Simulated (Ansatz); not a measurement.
# N: the cost of one run

Program: Ansatz 0.2.0. Level of theory: DFT PBE+D3(BJ), scalar-relativistic, plane waves, PAW. These are calculated values, not measurements.

## Step 1: The starting structure

It takes space group P6_3/mmc (No. 194, hexagonal). Conventional cell: a = 4.167 Å, b = 4.167 Å, c = 7.006 Å, α = 90.00°, β = 90.00°, γ = 120.00°. Around N (site symmetry 3m) lie 1 N at 1.11 Å.

Coordinates:

```
N
1.0
     4.16723    0.00000    0.00000
    -2.08362    3.60893    0.00000
     0.00000    0.00000    7.00600
N
4
Cartesian
  0.0000 2.4060 2.3045
  0.0000 2.4060 1.1985
  2.0836 1.2030 5.8075
  2.0836 1.2030 4.7015
```

Source of the structure: the Materials Project (structure only).

(A quick probe on a coarse mesh, which set the mesh and smearing, is not shown.)

## Step 3: Full relaxation

input.yaml reads:

```yaml
crystal:
  lattice:
    - [4.1672328106, 0.0, 0.0]
    - [-2.0836164053, 3.6089294775, 0.0]
    - [0.0, 0.0, 7.00600351]
  atoms:
    - { symbol: "N", position: [0.33333333, 0.66666667, 0.32893004] }
    - { symbol: "N", position: [0.33333333, 0.66666667, 0.17106996] }
    - { symbol: "N", position: [0.66666667, 0.33333333, 0.82893004] }
    - { symbol: "N", position: [0.66666667, 0.33333333, 0.67106996] }
basis:
  ecutwfc: 420
kpoints:
  mp_grid: { grid: [6, 6, 4] }
hamiltonian:
  xc: pbe
  dispersion: d3bj
scf:
  occupations: { method: gaussian, width: 0.02 }
output:
  forces: true
  stress: true
  eigenvalues: true
relax:
  adjacent_minimum: "off"
  f_tol: 0.005
  max_steps: 80
  cell: { stress_tol: 0.05 }
```

Started as:

```
$ ansatz run input.yaml --threads 1 --pin off --max-ram 2560MiB --backend cpu --events-out ev --progress --plain --runs-dir out
```

What time and memory should one allow on 1 thread of Arm Neoverse V1, shared host?

About 41 s, with a peak of 0.33 GiB.
